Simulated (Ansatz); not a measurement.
**Property card for P**

The calculation used DFT PBE, scalar-relativistic, plane waves, PAW (Ansatz).

Plane waves to 420 eV, a k mesh through Γ of 10×10×10 on the computed 8-atom cell and Gaussian smearing (0.10 eV); no spin polarisation.

The structure is relaxed at this level of theory with its symmetry kept, and needn't be the ground state of this composition.

Space group I4/mcm (No. 140). a = 8.254 Å, b = 8.254 Å, c = 4.914 Å, α = 90.00°, β = 90.00°, γ = 90.00°
```tsv
atom	site	symmetry	x	y	z
P	16l	..m	0.8524	0.3524	0.2254
```

Energy over the standard state (uncorrected)?

+0.233 eV/atom.

Kohn–Sham band gap?

none (metal).

Density of states at the Fermi level?

0.9 states/eV per cell.

Orbital (Löwdin) character within 0.5 eV of the Fermi level?

P 3p 74 %, P 3s 18 %, unprojected 8 %.

Bader charge by site (e)?

P (8 in the cell) 0.00.

Another cell of P relaxed alike, in Pm-3m, lies 144 meV/atom lower, so this cell isn't the stable form at this level.

The cell was found from a structure generator's guess, not taken from experiment. Löwdin shares on free-atom orbitals overweight diffuse shells.
